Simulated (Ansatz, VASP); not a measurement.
One calculation of Sb3S5, two programs

```
CELL_PARAMETERS angstrom
6.61974 0.00000 0.00000
0.00000 6.61974 0.00000
0.00000 0.00000 5.74647
ATOMIC_POSITIONS crystal
Sb 0.50000 0.50000 0.99291
Sb 0.50000 0.00000 0.66279
Sb 0.00000 0.50000 0.66279
S 0.76461 0.76461 0.88175
S 0.23539 0.23539 0.88175
S 0.23539 0.76461 0.88175
S 0.76461 0.23539 0.88175
S 0.50000 0.50000 0.40021
```

Alike in both runs: functional PBE; k mesh 3 × 3 × 3; occupations gaussian, width 0.2 eV; no spin polarisation.

Ansatz relaxed the structure, and its values are those at the end. VASP's run is a single point on that final structure, the one shown.

|  | VASP | Ansatz |
| --- | --- | --- |
| version | VASP 6.6.1 | Ansatz 0.2.0 |
| potentials or method | VASP PAW PBE potentials, release 64 (Sb, S) | scalar-relativistic, plane waves, PAW |
| plane-wave cutoff (eV) | 520 | 420 |
| valence electrons in the cell | 45 | 75 |

Ansatz gave:

```
gap on the k mesh at the Fermi level (eV) : none
pressure (GPa)                            : 0.1
rms of the force components (eV/Å)        : 0.005
```

Q: Estimate VASP's values.

A: gap on the k mesh at the Fermi level (eV): none; pressure (GPa): 0.0; rms of the force components (eV/Å): 0.013.

A gap of «none» marks a metal or a gap that the smearing closes. With one functional, cell and mesh, what is left measures potentials, basis and numerics. The two sets of potentials don't hold the same shells in valence.

Caveats: the k mesh is coarse (spacing up to 0.36 Å⁻¹), so the values aren't converged. Spin-orbit coupling is left out, which matters for the levels of Sb.
